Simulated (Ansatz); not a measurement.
# Li (hP4 type): how the settings move a single-point run

Aim: see which settings change the result for Li (hP4 type), by how much, and at what cost.

Program: Ansatz 0.2.0. Level of theory: reference: DFT, PBE, all-electron LAPW, scalar-relativistic. These are calculated values, not measurements.

## Step 1: The structure to begin with

It takes space group P6_3/mmc (No. 194, hexagonal). Conventional cell: a = 2.810 Å, b = 2.810 Å, c = 8.862 Å, α = 90.00°, β = 90.00°, γ = 120.00°. Li (site symmetry -3m) is surrounded by 12 Li at 2.75 to 2.81 Å. Li (site symmetry -6m2) is surrounded by 12 Li at 2.75 to 2.81 Å.

As a file:

```
Li
1.0
     2.81002    0.00000    0.00000
    -1.40501    2.43355    0.00000
     0.00000    0.00000    8.86167
Li
4
Cartesian
  0.0000 0.0000 0.0000
  0.0000 0.0000 4.4308
  0.0000 1.6224 2.2154
  1.4050 0.8112 6.6463
```

## Step 2: Baseline

input.yaml reads:

```yaml
crystal:
  lattice:
    - [2.8100210103, 0.0, 0.0]
    - [-1.4050105052, 2.4335495801, 0.0]
    - [0.0, 0.0, 8.8616707004]
  atoms:
    - { symbol: Li, position: [0.0, 0.0, 0.0] }
    - { symbol: Li, position: [0.0, 0.0, 0.5] }
    - { symbol: Li, position: [0.3333333333, 0.6666666667, 0.25] }
    - { symbol: Li, position: [0.6666666667, 0.3333333333, 0.75] }
kpoints:
  mp_grid: { grid: [10, 10, 6] }
scf:
  occupations: { method: fermi_dirac, width: 0.05 }
hamiltonian:
  xc: pbe
  pseudopotentials: { kind: all_electron, lapw: { basis_error: 0.001 } }
output:
  forces: true
  stress: true
  eigenvalues: true
  populations: true
```

Started as:

```console
$ ansatz run input.yaml --threads 1 --pin off --max-ram 3072MiB --backend cpu --events-out ev --progress --plain --runs-dir out
```

## Step 3: Changed: n_extra_bands 32

input.yaml, as its differences from that of step 2:

```diff
@@ -14,2 +14,3 @@
   occupations: { method: fermi_dirac, width: 0.05 }
+  n_extra_bands: 32
 hamiltonian:
```

Before running it: what results should come out? Wanted: for each run, ending; energy change; pressure; gap; force.

As calculated:

| run | ending | energy change | pressure (GPa) | gap (eV) | force (eV/Å) | cycles | time |
| --- | --- | --- | --- | --- | --- | --- | --- |
| reference | converged | 0 | 6.5 | 0.00 | 0.00 | 5 | 2 s |
| 1: n_extra_bands 32 | converged | -0.1 meV/atom | 6.4 | 0.00 | 0.00 | 5 | 5.9 s |

Residual by cycle in the longest SCF loop of each run; runs are numbered as in the table. The quantity is the density residual dr2, in eV.

| cycle | reference | run 1 |
| --- | --- | --- |
| 1 | 0.00581 | 0.00581 |
| 2 | 0.00256 | 0.00255 |
| 3 | 4.9e-5 | 5.0e-5 |
| 4 | 1.3e-7 | 1.6e-7 |
| 5 | 2.3e-8 | 5.7e-8 |

What this shows: With the changed band count the energy agrees within 0.5 meV/atom. Cost: 5.9 s against 2 s.
